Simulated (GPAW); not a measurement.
InAs:

```xyz
2
Lattice="0.0000 3.0180 3.0180 3.0180 0.0000 3.0180 3.0180 3.0180 0.0000" Properties=species:S:1:pos:R:3 pbc="T T T"
In    0.0000    0.0000    0.0000
As    4.5270    4.5270    4.5270
```

* Program: GPAW 26.7.0
* Task: relaxation of cell and atoms
* Functional: PBE
* Potentials or basis: GPAW PAW data sets (gpaw-data 1.2.1)
* Cutoff: 600 eV
* Basis: pw
* k mesh: 8 × 8 × 8
* Occupations: fermi-dirac, width 0.05 eV
* Spin: no spin polarisation

At the start: pressure 4.0 GPa; volume 27.49 Å³/atom.

Problem. How do energy, volume and symmetry change on relaxing?

Solution. Over 13 steps the energy falls by 23.7 meV/atom and the volume is 29.46 Å³/atom (+7.2 %); space group F-43m (No. 216, to 0.05 Å).

The path:
```tsv
step	energy change (eV)	largest force (eV/Å)	pressure (GPa)	volume (Å³)
1	0.0000	0.0000	4.04	54.98
2	-0.0134	0.0000	3.35	55.55
3	-0.0320	0.0000	2.17	56.63
4	-0.0452	0.0000	0.77	58.05
5	-0.0463	0.0000	-0.57	59.64
6	-0.0463	0.0000	-0.55	59.61
7	-0.0465	0.0000	-0.52	59.57
8	-0.0467	0.0000	-0.46	59.50
9	-0.0469	0.0000	-0.39	59.41
10	-0.0471	0.0000	-0.31	59.31
11	-0.0473	0.0000	-0.22	59.19
12	-0.0474	0.0000	-0.11	59.07
13	-0.0474	0.0000	0.00	58.92
```

Final structure:
```xyz
2
Lattice="0.0000 3.0886 3.0886 3.0886 0.0000 3.0886 3.0886 3.0886 0.0000" Properties=species:S:1:pos:R:3 pbc="T T T"
In    0.0000    0.0000    0.0000
As    4.6328    4.6328    4.6328
```

Caveat: later steps reuse the first step's grids.
